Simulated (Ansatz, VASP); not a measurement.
# Al in VASP and in Ansatz

```
Al
1.0
     0.00000    2.08470    2.08470
     2.08470    0.00000    2.08470
     2.08470    2.08470    0.00000
Al
1
Cartesian
  0.0000 0.0000 0.0000
```

Change from the starting cell: strain +0.030 along x and y, +0.030 along z, atoms carried along.

Alike in both runs: task single point; functional PBE; dispersion D3(BJ); k mesh 20 × 20 × 20; occupations gaussian, width 0.15 eV; no spin polarisation.

|  | VASP | Ansatz |
| --- | --- | --- |
| version | VASP 6.6.1 | Ansatz 0.2.0 |
| potentials or method | VASP PAW PBE potentials, release 64 (Al) | scalar-relativistic, plane waves, PAW |
| plane-wave cutoff (eV) | 520 | 420 |
| valence electrons in the cell | 3 | 3 |

```csv
,VASP,Ansatz,Ansatz less VASP
gap on the k mesh at the Fermi level (eV),none,none,-
pressure (GPa),-8.6,-8.6,+0.03
```

A gap of «none» marks a metal or a gap that the smearing closes.

Caveats: pairwise dispersion overbinds metals, which lowers pressure and volume.
